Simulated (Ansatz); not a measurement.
TaN: levels along high-symmetry lines

```xyz
4
Lattice="3.0500 0.0000 0.0000 -1.5250 2.6414 0.0000 0.0000 0.0000 4.9400" Properties=species:S:1:pos:R:3 pbc="T T T"
Ta    0.0000    1.7609    0.0000
Ta    1.5250    0.8805    2.4700
N     0.0000    1.7609    1.9019
N     1.5250    0.8805    4.3719
```

Atoms are numbered in the order listed.

Conventional cell: a = 3.050 Å, b = 3.050 Å, c = 4.940 Å, α = 90.00°, β = 90.00°, γ = 120.00°. Around Ta (atom 1) lie 4 N at 1.85 to 1.90 Å. Around N (atom 3) lie 4 Ta at 1.85 to 1.90 Å.

The cell is a database entry far from equilibrium at this level of theory, probably a faulty or high-pressure entry; it serves as a test geometry alone.

Spin–orbit coupling is left out, though it moves levels of the heavy atoms by tenths of an eV or more.

These are results of Ansatz 0.2.0, DFT, PBE, all-electron LAPW, scalar-relativistic, not measurements.

Numerical set-up: a Γ-centred 9×9×5 k mesh, Fermi–Dirac smearing of 0.01 eV, basis error target 1 meV/atom, no spin polarisation.

Points in fractions of the reciprocal vectors of this cell: Γ (0, 0, 0), M (0.5, 0, 0), K (0.333, 0.333, 0), A (0, 0, 0.5), L (0.5, 0, 0.5), H (0.333, 0.333, 0.5). The path joins them by straight lines in the order Γ–M–K–Γ–A–L–H–A–L; legs that retrace an earlier one aren't tabulated. Energies are in eV from the Fermi level.

Question: Is there a gap?

Answer: none: bands cross the Fermi level, a metal.

Question: List the levels between -20 and 7 eV at the symmetry points.

Answer: 
Γ: -20.00 (×4), -19.97 (×3), -19.94 (×2), -19.92 (×2), -18.67, -17.47, -8.84 (×2), -8.50, -7.89 (×2), -7.58, -0.85 (×2), -0.36, 2.10, 2.63 (×2), 4.49, 5.58, 6.60 (×2)
M: -20.00, -19.99, -19.98, -19.97 (×2), -19.97, -19.96 (×2), -19.95, -19.93, -17.16, -16.67, -9.43, -8.86, -7.62, -6.37, -6.21, -5.25, -2.46, -1.07, 0.40, 1.39, 1.98, 3.72, 4.28, 4.32, 6.05, 6.52
K: -19.99, -19.98 (×3), -19.96 (×2), -19.95 (×4), -16.63 (×2), -9.02, -7.26 (×2), -6.58 (×2), -6.24, -2.59, -1.67 (×2), -0.96, 2.00, 3.67
A: -19.94 (×4), -19.92 (×2), -17.87 (×2), -9.08 (×2), -8.46 (×4), 1.17 (×4), 1.82 (×2), 6.63 (×2)
L: -20.00 (×2), -19.99 (×2), -19.98 (×2), -19.97 (×2), -19.96 (×2), -19.94 (×2), -16.82 (×2), -9.85 (×2), -6.53 (×2), -6.52 (×2), -0.49 (×2), 2.11 (×2), 2.23 (×2), 4.93 (×2), 5.76 (×2)
H: -19.99 (×2), -19.98 (×2), -19.97 (×2), -19.96 (×4), -16.55 (×2), -8.79 (×2), -7.68 (×2), -6.16 (×2), -2.04 (×2), 1.94 (×2), 2.95 (×2), 4.40 (×2)
